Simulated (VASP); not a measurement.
# Ba (P6_3/mmc) in VASP: notebook

The runs below take Ba through single point, relaxation of cell and atoms, with PBE.

Everything below comes from runs of VASP 6.6.1. Logs are shortened: lines on timing, memory, paths and dates and some standing lists are left out, and cuts for length are marked.

## 1. The crystal as given

Symmetry: P6_3/mmc, No. 194, hexagonal system. The conventional cell has a = 4.490 Å, b = 4.490 Å, c = 14.660 Å, α = 90.00°, β = 90.00°, γ = 120.00°. Ba (site symmetry -3m) has 12 Ba at 4.49 Å as nearest neighbours. Ba (site symmetry -6m2) has 12 Ba at 4.49 Å as nearest neighbours.

This isn't the form of Ba at room conditions, which is bcc.

## 2. Single point, PBE

INCAR

```
SYSTEM = Ba
PREC = Accurate
ENCUT = 520
EDIFF = 1E-7
ISMEAR = -1
SIGMA = 0.08
LREAL = .FALSE.
LASPH = .TRUE.
NELM = 100
ALGO = Fast
ISIF = 2
LWAVE = .FALSE.
LCHARG = .FALSE.
GGA = PE
NBANDS = 28
```

KPOINTS

```
Automatic mesh
0
G
  8 8 2
  0 0 0
```

POSCAR

```
Ba
1.0
    4.4902691586      0.0000000000      0.0000000000
   -2.2451345793      3.8886871612      0.0000000000
    0.0000000000      0.0000000000     14.6603335044
Ba
4
Direct
    0.0000000000      0.0000000000      0.0000000000
    0.0000000000      0.0000000000      0.5000000000
    0.3333333333      0.6666666667      0.2500000000
    0.6666666667      0.3333333333      0.7500000000
```

Potentials or basis: VASP PAW PBE potentials, release 64 (Ba_sv).

Run with:

```console
$ cat potpaw_PBE.64/Ba_sv/POTCAR > POTCAR
$ mpirun -np 1 vasp_std > vasp.out
```

OUTCAR:

```text
SYSTEM = Ba
   PREC = Accurate
   ENCUT = 520
   EDIFF = 1E-7
   ISMEAR = -1
   LREAL = .FALSE.
   LASPH = .TRUE.
   NELM = 100
   ISIF = 2
   GGA = PE

 ion  position               nearest neighbor table
   1  0.000  0.000  0.000-   3 4.49   4 4.49   4 4.49   3 4.49   4 4.49   3 4.49
   2  0.000  0.000  0.500-   3 4.49   4 4.49   4 4.49   3 4.49   4 4.49   3 4.49
   3  0.333  0.667  0.250-   1 4.49   2 4.49   1 4.49   2 4.49   1 4.49   2 4.49
   4  0.667  0.333  0.750-   1 4.49   2 4.49   1 4.49   2 4.49   1 4.49   2 4.49

  LATTYP: Found a hexagonal cell.
 ALAT       =     4.4902691586
 C/A-ratio  =     3.2649119655

  Lattice vectors:

 A1 = (   4.4902691586,   0.0000000000,   0.0000000000)
 A2 = (  -2.2451345793,   3.8886871612,   0.0000000000)
 A3 = (   0.0000000000,   0.0000000000,  14.6603335044)

Analysis of symmetry for initial positions (statically):
=====================================================================
 Subroutine PRICEL returns:
 Original cell was already a primitive cell.

 Routine SETGRP: Setting up the symmetry group for a
 hexagonal supercell.

 Subroutine GETGRP returns: Found 24 space group operations
 (whereof 12 operations were pure point group operations)
 out of a pool of 24 trial point group operations.

The static configuration has the point symmetry D_3d.
 The point group associated with its full space group is D_6h.

Analysis of symmetry for dynamics (positions and initial velocities):
=====================================================================
 Subroutine PRICEL returns:
 Original cell was already a primitive cell.

 Routine SETGRP: Setting up the symmetry group for a
 hexagonal supercell.

 Subroutine GETGRP returns: Found 24 space group operations
 (whereof 12 operations were pure point group operations)
 out of a pool of 24 trial point group operations.

The dynamic configuration has the point symmetry D_3d.
 The point group associated with its full space group is D_6h.

 Subroutine INISYM returns: Found 24 space group operations
 (whereof 12 operations are pure point group operations),
 and found     1 'primitive' translations

----------------------------------------------------------------------------------------

                                     Primitive cell

  volume of cell :     255.9878

  direct lattice vectors                    reciprocal lattice vectors
     4.490269159  0.000000000  0.000000000     0.222703799  0.128578098  0.000000000
    -2.245134579  3.888687161  0.000000000     0.000000000  0.257156197  0.000000000
     0.000000000  0.000000000 14.660333504     0.000000000  0.000000000  0.068211272

[... 85 lines left out ...]
   NSW    =      0    number of steps for IOM
   IBRION =     -1    ionic relax: 0-MD 1-quasi-New 2-CG
   NFREE  =      0    steps in history (QN), initial steepest desc. (CG)
   ISIF   =      2    stress and relaxation
   ISYM   =      2    0-nonsym 1-usesym 2-fastsym
   POTIM  = 0.5000    time-step for ionic-motion
   TEBEG  =    0.0;   TEEND  =   0.0 temperature during run
   PSTRESS=    0.0 pullay stress
   NELECT =      40.0000    total number of electrons
   NUPDOWN=      -1.0000    fix difference up-down
   EMIN   =  10.00;   EMAX   =-10.00  energy-range for DOS
   EFERMI =   0.00;   METHOD = LEGACY
   ISMEAR =    -1;   SIGMA  =   0.08  broadening in eV -4-tet -1-fermi 0-gaus
   EFERMI_NEDOS =   21; number of points for ismear=-14 and -15
   IALGO  =     68    algorithm
   IMIX   =      4    mixing-type and parameters
     AMIX     =   0.40;   BMIX     =  1.00
     AMIX_MAG =   1.60;   BMIX_MAG =  1.00
  volume/ion in A,a.u.               =      64.00       431.87
  Fermi-wavevector in a.u.,A,eV,Ry     =   0.881770  1.666303 10.578768  0.777517
  Thomas-Fermi vector in A             =   2.002311
   LORBIT       =      0    0 simple, 1 ext, 2 COOP (PROOUT), +10 PAW based schemes
   GGA     = PE    functional components
   LHFCALC =     F    Hartree Fock is set to
   AEXX    =    0.0000 exact exchange contribution
   IVDW    =     0    specifies the selected vdW correction
   LEPSILON=     F    determine dielectric tensor
   LRPA    =     F    only Hartree local field effects (RPA)
 non-spin polarized calculation
 RMM-DIIS sequential band-by-band and
  energy-cutoff  :      520.00
  volume of cell :      255.99
 maximum number of plane-waves:      6942
 NGX is ok and might be reduce to    36
   NGX = 17   NGY = 17   NGZ = 55

 number of electron      40.0000001 magnetization

 Free energy of the ion-electron system (eV)
  ---------------------------------------------------
  ext. energy  EPLUGINS =         0.00000000
  ---------------------------------------------------
  free energy    TOTEN  =        -7.63808870 eV

  energy without entropy =       -7.49449228  energy(sigma->0) =       -7.56629049

 E-fermi :   1.6456     XC(G=0):  -7.3572

 val. band max:        1.6214523147   @ k =   0.5000   0.0000   0.5000
 cond. band min:       1.6868373807   @ k =   0.3750   0.2500   0.0000
 fundamental gap:      0.0653850660
 Fermi energy:         1.6455788706

 k-point     1 :       0.0000    0.0000    0.0000
  band No.  band energies     occupation
      1     -27.2910      2.00000
      2     -27.2727      2.00000
      3     -27.2721      2.00000
      4     -27.2536      2.00000
      5     -12.6912      2.00000
      6     -12.4808      2.00000
[... 609 lines left out ...]
     27       2.6540      0.00001
     28       2.6540      0.00001

------------------------ aborting loop because EDIFF is reached ----------------------------------------

  FORCE on cell =-STRESS in cart. coord.  units (eV):
  Direction    XX          YY          ZZ          XY          YZ          ZX
  --------------------------------------------------------------------------------------
  -------------------------------------------------------------------------------------
  Total        0.0764397      0.0764397      0.0741754      0.0000000      0.0000000      0.0000000
  in kB        0.4784209      0.4784209      0.4642494      0.0000000      0.0000000      0.0000000
  external PRESSURE =       0.4736971 kB  Pullay stress =       0.0000000 kB

 VOLUME and BASIS-vectors are now :
 -----------------------------------------------------------------------------
  energy-cutoff  :      520.00
  volume of cell :      255.99
      direct lattice vectors                 reciprocal lattice vectors
     4.490269159  0.000000000  0.000000000     0.222703799  0.128578098  0.000000000
    -2.245134579  3.888687161  0.000000000     0.000000000  0.257156197  0.000000000
     0.000000000  0.000000000 14.660333504     0.000000000  0.000000000  0.068211272

 POSITION                                       TOTAL-FORCE (eV/Angst)
 -----------------------------------------------------------------------------------
      0.00000      0.00000      0.00000         0.000000      0.000000      0.000000
      0.00000      0.00000      7.33017        -0.000000      0.000000      0.000000
     -0.00000      2.59246      3.66508         0.000000     -0.000000     -0.000000
      2.24513      1.29623     10.99525        -0.000000      0.000000      0.000000
 -----------------------------------------------------------------------------------
    total drift:                               -0.000000      0.000000      0.000000

  FREE ENERGIE OF THE ION-ELECTRON SYSTEM (eV)
  ---------------------------------------------------
  free  energy   TOTEN  =        -7.6380886967 eV

  energy  without entropy=       -7.4944922781  energy(sigma->0) =       -7.56629049
```

stdout:

```text
POSCAR found type information on POSCAR Ba
 POSCAR found :  1 types and       4 ions
 scaLAPACK will be used
 LDA part: xc-table for (Slater+PW92), standard interpolation
 POSCAR, INCAR and KPOINTS ok, starting setup
 FFT: planning ... GRIDC
 FFT: planning ... GRID_SOFT
 FFT: planning ... GRID
 WAVECAR not read
 entering main loop
WARNING in EDDRMM: call to ZHEGV failed, returncode =   6  3     21
WARNING in EDDRMM: call to ZHEGV failed, returncode =   6  3     22
WARNING in EDDRMM: call to ZHEGV failed, returncode =   6  3     20
 num prob  num prob  num prob  num prob  num prob RMM:  14    -0.763808847346E+01   -0.17689E-06   -0.13300E-06  1384   0.319E-03    0.256E-04
 num prob  num prob  num prob  num prob  num prob  num prob  num prob  num prob  num prob  num prob  num prob  num prob  num prob  num prob  num prob  num prob  num prob  num prob  num prob  num prob  num prob  num prob  num prob  num prob  num prob  num prob RMM:  15    -0.763808864052E+01   -0.16706E-06   -0.37254E-07  1173   0.189E-03    0.545E-05
 num prob  num prob  num prob WARNING in EDDRMM: call to ZHEGV failed, returncode =   6  3     17
 num prob  num prob  num prob  num prob  num prob  num prob  num prob  num prob  num prob  num prob  num prob  num prob  num prob  num prob  num prob  num prob  num prob  num prob RMM:  16    -0.763808869670E+01   -0.56176E-07   -0.16295E-07  1050   0.124E-03
```

It took 93 s on 1 thread of Intel Xeon 6975P-C (Granite Rapids), shared host; peak memory 0.42 GiB.

What came out:

```yaml
Free_energy: -7.6381 eV
Pressure: 0.0 GPa
Band_gap_on_the_k_mesh: none (metal or under the smearing width)
```

The run has no spin-orbit coupling, so splittings on Ba are missing.

## 3. Single point, PBE (cell relaxed at zero pressure)

INCAR

```
  PREC = Accurate
  ENCUT = 520
  EDIFF = 1E-7
  ISMEAR = -1
  SIGMA = 0.08
  LREAL = False
  LASPH = True
  NELM = 100
  ALGO = Fast
  ISIF = 2
  LWAVE = False
  LCHARG = False
  GGA = PE
  NBANDS = 28
```

KPOINTS

```
regular mesh
0
Gamma
  8 8 2
```

POSCAR is that of step 2.

Potentials or basis: VASP PAW PBE potentials, release 64 (Ba_sv).

Run with:

```console
$ cat potpaw_PBE.64/Ba_sv/POTCAR > POTCAR
$ mpirun -np 1 vasp_std > vasp.out
```

OUTCAR:

```text
PREC = Accurate
   ENCUT = 520
   EDIFF = 1E-7
   ISMEAR = -1
   LREAL = False
   LASPH = True
   NELM = 100
   ISIF = 2
   GGA = PE

 ion  position               nearest neighbor table
   1  0.000  0.000  0.000-   3 4.49   4 4.49   4 4.49   3 4.49   4 4.49   3 4.49
   2  0.000  0.000  0.500-   3 4.49   4 4.49   4 4.49   3 4.49   4 4.49   3 4.49
   3  0.333  0.667  0.250-   1 4.49   2 4.49   1 4.49   2 4.49   1 4.49   2 4.49
   4  0.667  0.333  0.750-   1 4.49   2 4.49   1 4.49   2 4.49   1 4.49   2 4.49

  LATTYP: Found a hexagonal cell.
[... 817 lines left out ...]
  --------------------------------------------------------------------------------------
  -------------------------------------------------------------------------------------
  Total        0.0764397      0.0764397      0.0741754      0.0000000      0.0000000      0.0000000
  in kB        0.4784209      0.4784209      0.4642494      0.0000000      0.0000000      0.0000000
  external PRESSURE =       0.4736971 kB  Pullay stress =       0.0000000 kB

 VOLUME and BASIS-vectors are now :
 -----------------------------------------------------------------------------
  energy-cutoff  :      520.00
  volume of cell :      255.99
      direct lattice vectors                 reciprocal lattice vectors
     4.490269159  0.000000000  0.000000000     0.222703799  0.128578098  0.000000000
    -2.245134579  3.888687161  0.000000000     0.000000000  0.257156197  0.000000000
     0.000000000  0.000000000 14.660333504     0.000000000  0.000000000  0.068211272

 POSITION                                       TOTAL-FORCE (eV/Angst)
 -----------------------------------------------------------------------------------
      0.00000      0.00000      0.00000         0.000000      0.000000      0.000000
      0.00000      0.00000      7.33017        -0.000000      0.000000      0.000000
     -0.00000      2.59246      3.66508         0.000000     -0.000000     -0.000000
      2.24513      1.29623     10.99525        -0.000000      0.000000      0.000000
 -----------------------------------------------------------------------------------
    total drift:                               -0.000000      0.000000      0.000000

  FREE ENERGIE OF THE ION-ELECTRON SYSTEM (eV)
  ---------------------------------------------------
  free  energy   TOTEN  =        -7.6380886967 eV

  energy  without entropy=       -7.4944922781  energy(sigma->0) =       -7.56629049
```

OSZICAR:

```text
N       E                     dE             d eps       ncg     rms          rms(c)
DAV:   1     0.320257197294E+03    0.32026E+03   -0.15968E+04  1120   0.117E+03
DAV:   2     0.170411140415E+02   -0.30322E+03   -0.29818E+03  1680   0.230E+02
DAV:   3    -0.686856929354E+01   -0.23910E+02   -0.23454E+02  1604   0.662E+01
DAV:   4    -0.763133602631E+01   -0.76277E+00   -0.75905E+00  1664   0.951E+00
DAV:   5    -0.764719324545E+01   -0.15857E-01   -0.15831E-01  1536   0.136E+00    0.319E+00
RMM:   6    -0.764048658788E+01    0.67067E-02   -0.10528E-02  1296   0.827E-01    0.191E+00
RMM:   7    -0.763731272703E+01    0.31739E-02   -0.26582E-02  1320   0.148E+00    0.754E-02
RMM:   8    -0.763795762026E+01   -0.64489E-03   -0.41489E-03  1711   0.283E-01    0.476E-02
RMM:   9    -0.763806296300E+01   -0.10534E-03   -0.59432E-04  1810   0.757E-02    0.240E-02
RMM:  10    -0.763808310600E+01   -0.20143E-04   -0.11748E-04  1725   0.397E-02    0.756E-03
RMM:  11    -0.763808769525E+01   -0.45892E-05   -0.34756E-05  1817   0.170E-02    0.289E-03
RMM:  12    -0.763808797484E+01   -0.27959E-06   -0.10143E-05  1919   0.102E-02    0.124E-03
RMM:  13    -0.763808829657E+01   -0.32173E-06   -0.31871E-06  1608   0.603E-03    0.223E-04
RMM:  14    -0.763808847346E+01   -0.17689E-06   -0.13300E-06  1384   0.319E-03    0.256E-04
RMM:  15    -0.763808864052E+01   -0.16706E-06   -0.37254E-07  1173   0.189E-03    0.545E-05
RMM:  16    -0.763808869670E+01   -0.56176E-07   -0.16295E-07  1050   0.124E-03
   1 F= -.76380887E+01 E0= -.75662905E+01  d E =-.143596E+00
```

stdout:

```text
POSCAR found type information on POSCAR Ba
 POSCAR found :  1 types and       4 ions
 scaLAPACK will be used
 LDA part: xc-table for (Slater+PW92), standard interpolation
 POSCAR, INCAR and KPOINTS ok, starting setup
 FFT: planning ... GRIDC
 FFT: planning ... GRID_SOFT
 FFT: planning ... GRID
 WAVECAR not read
 entering main loop
WARNING in EDDRMM: call to ZHEGV failed, returncode =   6  3     21
WARNING in EDDRMM: call to ZHEGV failed, returncode =   6  3     22
WARNING in EDDRMM: call to ZHEGV failed, returncode =   6  3     20
 num prob  num prob  num prob  num prob  num prob RMM:  14    -0.763808847346E+01   -0.17689E-06   -0.13300E-06  1384   0.319E-03    0.256E-04
 num prob  num prob  num prob  num prob  num prob  num prob  num prob  num prob  num prob  num prob  num prob  num prob  num prob  num prob  num prob  num prob  num prob  num prob  num prob  num prob  num prob  num prob  num prob  num prob  num prob  num prob RMM:  15    -0.763808864052E+01   -0.16706E-06   -0.37254E-07  1173   0.189E-03    0.545E-05
 num prob  num prob  num prob WARNING in EDDRMM: call to ZHEGV failed, returncode =   6  3     17
 num prob  num prob  num prob  num prob  num prob  num prob  num prob  num prob  num prob  num prob  num prob  num prob  num prob  num prob  num prob  num prob  num prob  num prob RMM:  16    -0.763808869670E+01   -0.56176E-07   -0.16295E-07  1050   0.124E-03
```

It took 99 s on 1 thread of Intel Xeon 6975P-C (Granite Rapids), shared host; peak memory 0.42 GiB.

Results:

```yaml
Free_energy: -7.6381 eV
Pressure: 0.0 GPa
Band_gap_on_the_k_mesh: none (metal or under the smearing width)
```

The run has no spin-orbit coupling, so splittings on Ba are missing.

[end of part 1 of 2]
